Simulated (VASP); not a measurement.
# A VASP 6.6.1 single-point calculation on InP

INCAR

```
ALGO = Normal
NBANDS = 16
LWAVE = .FALSE.
METAGGA = R2SCAN
IMIX = 1
ISMEAR = 0
SIGMA = 0.01
IBRION = -1
LASPH = .TRUE.
NSW = 0
ISIF = 2
PREC = Medium
ENCUT = 520
EDIFF = 1E-7
LCHARG = .FALSE.
NELM = 120
LREAL = .FALSE.
AMIX = 0.4
```

KPOINTS

```
KPOINTS created by Atomic Simulation Environment
0
Monkhorst-Pack
8 8 8
0 0 0
```

POSCAR

```
In P
 1.0000000000000000
     0.0000000000000000    2.8356361294000001    2.8356361294000001
     2.8356361294000001    0.0000000000000000    2.8356361294000001
     2.8356361294000001    2.8356361294000001    0.0000000000000000
 In  P
   1   1
Cartesian
  0.0000000000000000  0.0000000000000000  0.0000000000000000
  1.4178180647000000  1.4178180647000000  1.4178180647000000
```

The recommended PBE PAW datasets give the neutral cell 18 valence electrons.

Command

```
mpirun -np 1 vasp_std
```

**Question.** Predict the outcome of this run.

**Answer.** It converged. Results: gap between bands v and c on the k mesh 2.03 eV; least direct gap on the k mesh 2.15 eV; pressure 10.8 GPa. Band v is the last that the valence electrons fill when counted band by band, and c is the next.

OSZICAR

```
N       E                     dE             d eps       ncg     rms          rms(c)
DAV:   1     0.889807009326E+02    0.88981E+02   -0.86919E+03  1928   0.134E+03
DAV:   2    -0.281808601556E+02   -0.11716E+03   -0.11205E+03  2176   0.311E+02
DAV:   3    -0.355232119278E+02   -0.73424E+01   -0.73129E+01  2512   0.773E+01
DAV:   4    -0.357173367244E+02   -0.19412E+00   -0.19407E+00  2544   0.128E+01
DAV:   5    -0.357263454483E+02   -0.90087E-02   -0.90086E-02  2848   0.234E+00    0.888E+00
DAV:   6    -0.321392185727E+02    0.35871E+01   -0.16395E+00  2488   0.304E+01    0.448E+00
DAV:   7    -0.321126117482E+02    0.26607E-01   -0.21150E-01  2400   0.333E+00    0.344E+00
DAV:   8    -0.321146039466E+02   -0.19922E-02   -0.14089E-02  2704   0.102E+00    0.229E+00
DAV:   9    -0.321163372435E+02   -0.17333E-02   -0.24463E-03  2456   0.402E-01    0.146E+00
DAV:  10    -0.321173625725E+02   -0.10253E-02   -0.79854E-04  2480   0.206E-01    0.923E-01
DAV:  11    -0.321178915134E+02   -0.52894E-03   -0.26075E-04  2448   0.120E-01    0.578E-01
DAV:  12    -0.321181483196E+02   -0.25681E-03   -0.10143E-04  2352   0.793E-02    0.360E-01
DAV:  13    -0.321182690091E+02   -0.12069E-03   -0.42491E-05  2272   0.534E-02    0.224E-01
DAV:  14    -0.321183245197E+02   -0.55511E-04   -0.18519E-05  2408   0.366E-02    0.141E-01
DAV:  15    -0.321183494741E+02   -0.24954E-04   -0.80487E-06  2240   0.242E-02    0.897E-02
DAV:  16    -0.321183603941E+02   -0.10920E-04   -0.34994E-06  2344   0.160E-02    0.575E-02
DAV:  17    -0.321183649924E+02   -0.45984E-05   -0.15495E-06  2224   0.106E-02    0.372E-02
DAV:  18    -0.321183668161E+02   -0.18237E-05   -0.69359E-07  2328   0.705E-03    0.244E-02
DAV:  19    -0.321183674592E+02   -0.64303E-06   -0.30981E-07  2240   0.467E-03    0.161E-02
DAV:  20    -0.321183676243E+02   -0.16518E-06   -0.12893E-07  1960   0.309E-03    0.104E-02
DAV:  21    -0.321183676168E+02    0.75984E-08   -0.74152E-08  1552   0.243E-03
   1 F= -.32118368E+02 E0= -.32118368E+02  d E =-.169351E-80
```

These settings aren't sound, so the numbers aren't properties of the crystal. The shifted mesh misses Γ, so a band edge there is missed.

On sound settings r²SCAN gives a gap of 1.74 eV on its mesh and a pressure of 10.8 GPa for the intended cell.
